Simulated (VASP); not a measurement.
Here is a VASP 6.6.1 calculation.

The input INCAR:

```
PREC = Accurate
ENCUT = 600
EDIFF = 1E-7
ISMEAR = 1
SIGMA = 0.1
LREAL = False
LASPH = True
NELM = 80
ALGO = Normal
ISIF = 3
LWAVE = False
LCHARG = False
IBRION = 2
NSW = 90
EDIFFG = -0.005
KPAR = 4
```

KPOINTS

```
regular mesh
0
Gamma
  8 8 8
```

The input POSCAR:

```
SiNi                                    
1.0
    4.4319537091      0.0000000000      0.0000000000
    0.0000000000      4.4319537091      0.0000000000
    0.0000000000      0.0000000000      4.4319537091
  Si              Ni            
     4     4
Direct
     0.6536956820203712    0.1536956820203711    0.3463043179796290
     0.1536956820203711    0.3463043179796290    0.6536956820203712
     0.3463043179796290    0.6536956820203712    0.1536956820203711
     0.8463043179796288    0.8463043179796288    0.8463043179796288
     0.3507243663832887    0.8507243663832887    0.6492756336167113
     0.8507243663832887    0.6492756336167113    0.3507243663832887
     0.6492756336167113    0.3507243663832887    0.8507243663832887
     0.1492756336167113    0.1492756336167113    0.1492756336167113
```

Potentials or basis: VASP PAW LDA potentials, release 64 (Si, Ni).

Run with:

```console
$ cat potpaw_LDA.64/Si/POTCAR potpaw_LDA.64/Ni/POTCAR > POTCAR
$ mpirun -np 4 vasp_std > vasp.out
```

Q: Estimate the band gap on the k mesh.

A: None (metal or under the smearing width).

Q: Estimate the relaxed cell.

A: a = 4.433 Å, b = 4.433 Å, c = 4.433 Å, α = 90.00°, β = 90.00°, γ = 90.00°.

Final structure:
```
CELL_PARAMETERS angstrom
4.43277 0.00000 0.00000
0.00000 4.43277 0.00000
0.00000 0.00000 4.43277
ATOMIC_POSITIONS crystal
Si 0.65369 0.15369 0.34631
Si 0.15369 0.34631 0.65369
Si 0.34631 0.65369 0.15369
Si 0.84631 0.84631 0.84631
Ni 0.35074 0.85074 0.64926
Ni 0.85074 0.64926 0.35074
Ni 0.64926 0.35074 0.85074
Ni 0.14926 0.14926 0.14926
```

Spin polarisation is off, so any magnetic state and its effect on volume and gap are missing.
